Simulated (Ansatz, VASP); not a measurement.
# Mo: VASP beside Ansatz

```xyz
1
Lattice="0.0000 1.9808 1.9808 1.9808 0.0000 1.9808 1.9808 1.9808 0.0000" Properties=species:S:1:pos:R:3 pbc="T T T"
Mo    0.0000    0.0000    0.0000
```

Alike in both runs: task single point; functional PBE; k mesh 18 × 18 × 18; occupations gaussian, width 0.1 eV; no spin polarisation.

```csv
,VASP,Ansatz
version,VASP 6.6.1,Ansatz 0.2.0
potentials or method,"VASP PAW PBE potentials, release 64 (Mo_sv)","scalar-relativistic, plane waves, PAW"
plane-wave cutoff (eV),520,420
valence electrons in the cell,14,14
```

|  | VASP | Ansatz | Ansatz less VASP |
| --- | --- | --- | --- |
| gap on the k mesh at the Fermi level (eV) | none | none | - |
| pressure (GPa) | 8.3 | 7.8 | -0.53 |

A gap of «none» marks a metal or a gap that the smearing closes.
